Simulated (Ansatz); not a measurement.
## Orbital-resolved density of states of Ge

```
CELL_PARAMETERS angstrom
2.71207 0.00000 0.00000
0.00000 2.71207 0.00000
0.00000 0.00000 2.71207
ATOMIC_POSITIONS crystal
Ge 0.00000 0.00000 0.00000
```

The cell was built from the sc type and relaxed in the same program, and has space group Pm-3m; it needn't be a known or the stable phase.

Theory: DFT, PBE, all-electron LAPW, scalar-relativistic in Ansatz 0.2.0.

Settings: a Γ-centred 13×13×13 k mesh, Fermi–Dirac smearing of 0.05 eV, basis error target 0.25 meV/atom, no spin polarisation.

States per eV for one atom of each kind, in 0.4 eV bins named by their centres, from the Fermi level, projected on a minimal set of Löwdin-orthogonalised atomic shells; orbitals are real harmonics on the Cartesian axes, equal curves share a column, and empty bins are left out, as is all above 4.8 eV, near the top of the computed bands.

Ge 4p:

```
# E all pz=px=py
-12.3 0.02 0.01
-11.9 0.04 0.01
-11.5 0.06 0.02
-11.1 0.07 0.02
-10.7 0.08 0.03
-10.3 0.09 0.03
-9.9 0.10 0.03
-9.5 0.10 0.03
-9.1 0.11 0.04
-8.7 0.12 0.04
-8.3 0.11 0.04
-7.9 0.11 0.04
-7.5 0.10 0.03
-7.1 0.09 0.03
-6.7 0.08 0.03
-6.3 0.08 0.03
-5.9 0.06 0.02
-5.5 0.07 0.02
-5.1 0.15 0.05
-4.7 0.18 0.06
-4.3 0.22 0.07
-3.9 0.26 0.09
-3.5 0.29 0.10
-3.1 0.34 0.11
-2.7 0.45 0.15
-2.3 0.51 0.17
-1.9 0.47 0.16
-1.5 0.44 0.15
-1.1 0.46 0.15
-0.7 0.43 0.14
-0.3 0.40 0.13
0.1 0.40 0.13
0.5 0.43 0.14
0.9 0.36 0.12
1.3 0.32 0.11
1.7 0.32 0.11
2.1 0.30 0.10
2.5 0.30 0.10
2.9 0.27 0.09
3.3 0.32 0.11
3.7 0.29 0.10
4.1 0.29 0.10
4.5 0.29 0.10
```

Ge 4s:

```
# E all
-12.7 0.02
-12.3 0.07
-11.9 0.09
-11.5 0.11
-11.1 0.12
-10.7 0.14
-10.3 0.15
-9.9 0.18
-9.5 0.21
-9.1 0.28
-8.7 0.27
-8.3 0.24
-7.9 0.22
-7.5 0.20
-7.1 0.18
-6.7 0.17
-6.3 0.15
-5.9 0.14
-5.5 0.13
-5.1 0.09
-4.7 0.07
-4.3 0.06
-3.9 0.05
-3.5 0.05
-3.1 0.05
-2.7 0.05
-2.3 0.05
-1.9 0.05
-1.5 0.04
-1.1 0.05
-0.7 0.06
-0.3 0.06
0.1 0.06
0.5 0.07
0.9 0.06
1.3 0.06
1.7 0.06
2.1 0.06
2.5 0.06
2.9 0.06
3.3 0.07
3.7 0.07
4.1 0.06
4.5 0.06
```
